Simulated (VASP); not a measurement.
The system is MgSe.

```
Mg Se
1.0
     0.00000    2.75447    2.75447
     2.75447    0.00000    2.75447
     2.75447    2.75447    0.00000
Mg Se
1 1
Direct
  0.00000 0.00000 0.00000
  0.50000 0.50000 0.50000
```

```yaml
Program: VASP 6.6.1
Task: relaxation of cell and atoms
Functional: r2SCAN
Potentials_or_basis: VASP PAW PBE potentials, release 64 (Mg, Se)
Cutoff: 600 eV
k_mesh: 8 × 8 × 8
Occupations: fermi-dirac, width 0.02 eV
Spin: no spin polarisation
```

At the start: pressure -1.6 GPa; volume 20.90 Å³/atom.

Task: Where does the relaxation end?

Result: Over 3 steps the energy falls by 2.6 meV/atom and the volume is 20.39 Å³/atom (-2.4 %); space group Fm-3m (No. 225, to 0.05 Å).

The path:
| step | energy change (eV) | largest force (eV/Å) | pressure (GPa) | volume (Å³) |
| --- | --- | --- | --- | --- |
| 1 | 0.0000 | 0.0000 | -1.58 | 41.80 |
| 2 | -0.0049 | 0.0000 | 0.35 | 40.57 |
| 3 | -0.0052 | 0.0000 | 0.01 | 40.77 |

Final structure:
```
Mg Se
1.0
     0.00000    2.73180    2.73180
     2.73180    0.00000    2.73180
     2.73180    2.73180    0.00000
Mg Se
1 1
Direct
  0.00000 0.00000 0.00000
  0.50000 0.50000 0.50000
```

Caveat: the PAW data sets were made with another functional, which shifts forces and pressure a little.
